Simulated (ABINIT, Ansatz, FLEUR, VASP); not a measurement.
**Gd: 4 runs at one level of theory**

```
CELL_PARAMETERS angstrom
3.63600 0.00000 0.00000
-1.81800 3.14887 0.00000
0.00000 0.00000 5.78260
ATOMIC_POSITIONS crystal
Gd 0.66667 0.33333 0.75000
Gd 0.33333 0.66667 0.25000
```

Alike in all runs: task single point; functional PBE; k mesh 8 × 8 × 5; occupations fermi-dirac, width 0.05 eV; collinear spin, ferromagnetic start; no spin-orbit coupling. Pressure is positive in compression and, in plane waves, holds the error of the finite cutoff, which Ansatz's Pulay term estimates and takes out.

```tsv
program and potentials	plane-wave cutoff (eV)	notes	pressure (GPa)	net moment per atom (μB)
Ansatz, Ansatz PAW	420	Pulay term of +0.03 GPa included	0.58	7.62
VASP, PBE PAW files Gd, 520 eV	520	-	?	?
FLEUR, all-electron, FLAPW	-	-	-	7.62
ABINIT, JTH PAW PBE v2.0	544	-	0.64	7.63
```

Question: Estimate from the other rows what the run with VASP, PBE PAW files Gd, 520 eV gave.

Answer: Pressure 0.55 GPa; net moment per atom 7.62 μB. The other rows, which needn't bracket it: pressure 0.58 to 0.64; net moment per atom 7.62 to 7.63.
